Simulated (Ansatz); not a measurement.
**GaP under changes of volume**

One of the cells (20.240 Å³/atom); the others are scaled copies at fixed shape and fractional positions:

```xyz
2
Lattice="0.0000 2.7252 2.7252 2.7252 0.0000 2.7252 2.7252 2.7252 0.0000" Properties=species:S:1:pos:R:3 pbc="T T T"
Ga    0.0000    0.0000    0.0000
P     4.0879    4.0879    4.0879
```

- Program: Ansatz 0.2.0
- Functional: PBE
- Dispersion: D4
- Potentials or basis: Ansatz PAW
- Cutoff: 420 eV (not typed: the program's choice for these potentials)
- k mesh: 8 × 8 × 8
- Occupations: fermi-dirac, width 0.05 eV
- Spin: no spin polarisation

```tsv
volume (Å³/atom)	energy over the lowest point (meV/atom)	pressure (GPa)	gap on the mesh (eV)
19.026	14.93	5.1	1.52
19.431	4.94	2.9	1.57
19.836	0.14	0.9	1.61
20.240	0.00	-0.8	1.64
20.645	4.03	-2.4	1.61
21.050	?	?	?
21.455	22.86	-5.0	1.35
```

What does the run at 21.050 Å³/atom give?

Energy over the lowest point 11.78 meV/atom; pressure -3.8 GPa; gap on the mesh 1.51 eV.

Worked out: A Birch-Murnaghan fit of order 3 (a polynomial in V^(-2/3)) to the other rows has its minimum at 20.05 Å³/atom with B0 = V·E''(V) = 86 GPa and B' = 4.5. It gives 11.77 meV/atom at 21.050 Å³/atom, against the run's 11.78, and -dE/dV = -3.7 GPa, against -3.8. A parabola through the other rows of the gap, of slope -5.72 eV per unit of ln V there, gives 1.49 eV, against the run's 1.51.

Energies are extrapolated to zero smearing.

A mesh can miss the band edges. Spin-orbit coupling on Ga is left out.
